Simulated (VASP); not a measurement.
A VASP 6.6.1 single-point calculation on GaP

INCAR

```
LASPH = .TRUE.
ISIF = 2
IBRION = -1
GGA = PE
ENCUT = 520
LREAL = .FALSE.
ISMEAR = -1
LCHARG = .FALSE.
LWAVE = .FALSE.
NELECT = 24
NBANDS = 16
PREC = Accurate
SIGMA = 0.02
EDIFF = 1E-7
NSW = 0
NELM = 52
```

KPOINTS

```
KPOINTS created by Atomic Simulation Environment
0
Gamma
8 8 8
0 0 0
```

POSCAR

```
Ga P
 1.0000000000000000
     0.0000000000000000    2.7253992946999999    2.8616692594000002
     2.7253992946999999    0.0000000000000000    2.8616692594000002
     2.7253992946999999    2.7253992946999999    0.0000000000000000
 Ga  P
   1   1
Cartesian
  0.0000000000000000  0.0000000000000000  0.0000000000000000
  1.3626996473499997  1.3626996473499997  1.4308346297000001
```

The recommended PBE PAW datasets give the neutral cell 18 valence electrons.

Command

```
mpirun -np 1 vasp_std
```

OSZICAR

```
N       E                     dE             d eps       ncg     rms          rms(c)
DAV:   1     0.187031598452E+03    0.18703E+03   -0.12777E+04  1920   0.227E+03
DAV:   2     0.491417681780E+02   -0.13789E+03   -0.13608E+03  2192   0.427E+02
DAV:   3     0.395621155981E+02   -0.95797E+01   -0.94962E+01  2312   0.871E+01
DAV:   4     0.393867969322E+02   -0.17532E+00   -0.17527E+00  2440   0.122E+01
DAV:   5     0.393842315994E+02   -0.25653E-02   -0.25653E-02  2352   0.137E+00    0.144E+01
DAV:   6     0.355956916554E+02   -0.37885E+01   -0.17281E+01  2480   0.271E+01    0.611E+00
DAV:   7     0.356331730314E+02    0.37481E-01   -0.53657E-01  2552   0.108E+01    0.285E+00
DAV:   8     0.356673885466E+02    0.34216E-01   -0.26779E-02  2736   0.160E+00    0.109E+00
DAV:   9     0.356728130628E+02    0.54245E-02   -0.43622E-03  2376   0.758E-01    0.115E-01
DAV:  10     0.356728723986E+02    0.59336E-04   -0.54249E-04  2584   0.220E-01    0.467E-02
DAV:  11     0.356728575777E+02   -0.14821E-04   -0.90154E-05  2680   0.931E-02    0.105E-02
DAV:  12     0.356728616610E+02    0.40834E-05   -0.12531E-05  2296   0.225E-02    0.459E-03
DAV:  13     0.356728621047E+02    0.44367E-06   -0.10421E-06  2424   0.125E-02    0.168E-03
DAV:  14     0.356728625947E+02    0.48995E-06   -0.10009E-07  1456   0.490E-03    0.101E-03
DAV:  15     0.356728626213E+02    0.26661E-07   -0.37581E-08  1240   0.190E-03
   1 F= 0.35672863E+02 E0= 0.35674174E+02  d E =-.262274E-02
```

It converged. Results: pressure 245.7 GPa.

Q: Find the fault in these files.

A: Wrong number of electrons. On sound settings PBE gives a gap of 1.31 eV on its mesh and a pressure of -1.4 GPa for the intended cell.
